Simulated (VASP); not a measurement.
Here is a VASP 6.6.1 calculation.

INCAR

```
SYSTEM = Li
ALGO = Normal
EDIFF = 1E-7
EDIFFG = -0.01
ENCUT = 600
GGA = PE
IBRION = 2
ISIF = 3
ISMEAR = -1
LASPH = .True.
LCHARG = .False.
LREAL = .False.
LWAVE = .False.
NELM = 80
NSW = 60
PREC = Accurate
PSTRESS = 0
SIGMA = 0.05
```

KPOINTS

```
k-points
0
Gamma
  10 10 10
  0 0 0
```

Contents of POSCAR:

```
Li
1.0
    2.9357600000      0.0000000000      0.0000000000
   -1.4678800000      2.5424500000      0.0000000000
    0.0000000000      0.0000000000      2.7146800000
Li
1
Direct
    0.0000000000      0.0000000000      0.0000000000
```

Potentials or basis: VASP PAW PBE potentials, release 64 (Li_sv).

Run with:

```sh
$ cat potpaw_PBE.64/Li_sv/POTCAR > POTCAR
$ mpirun -np 1 vasp_std > vasp.out
```

**Question.** What does it give for the space group after relaxing (to 0.05 Å)?

**Answer.** P6/mmm (No. 191).

**Question.** Predict the relaxed volume.

**Answer.** 19.94 Å³/atom.

Final structure:
```
Li
1.0
     2.93927    0.00000    0.00000
    -1.46963    2.54549    0.00000
     0.00000    0.00000    2.66459
Li
1
Direct
  0.00000 0.00000 0.00000
```

Caveat: the cutoff is under 1.25 times the usual one of these potentials, so pressure, stress and relaxed cells hold a basis-set (Pulay) error.
